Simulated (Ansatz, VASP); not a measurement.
# TaN: VASP beside Ansatz

```
Ta N
1.0
     2.93800    0.00000    0.00000
    -1.46900    2.54438    0.00000
     0.00000    0.00000    2.88300
Ta N
1 1
Direct
  0.01144 0.00833 0.48326
  0.65255 0.33881 0.00587
```

Change from the starting cell: atoms moved at random, drawn with an rms of 0.05 Å.

Alike in both runs: task single point; functional PBE; k mesh 10 × 10 × 9; occupations fermi-dirac, width 0.05 eV; no spin polarisation.

|  | VASP | Ansatz |
| --- | --- | --- |
| version | VASP 6.6.1 | Ansatz 0.2.0 |
| potentials or method | VASP PAW PBE potentials, release 64 (Ta_pv, N) | Ansatz PAW |
| plane-wave cutoff (eV) | 520 | 420 |
| valence electrons in the cell | 16 | 18 |

|  | VASP | Ansatz | Ansatz less VASP |
| --- | --- | --- | --- |
| gap on the k mesh at the Fermi level (eV) | none | none | - |
| pressure (GPa) | 7.0 | 6.3 | -0.73 |
| largest component of the traceless stress (GPa) | 1.72 | 1.71 | -0.010 |
| rms of the force components (eV/Å) | 0.787 | 0.782 | -0.0051 |

Atom by atom the forces differ by 0.005 eV/Å (rms over components). A gap of «none» marks a metal or a gap that the smearing closes. The two sets of potentials don't hold the same shells in valence.

Caveats: the pressure holds a Pulay correction of +0.5 GPa for the finite cutoff (Ansatz). Spin-orbit coupling is left out, which matters for the levels of Ta.
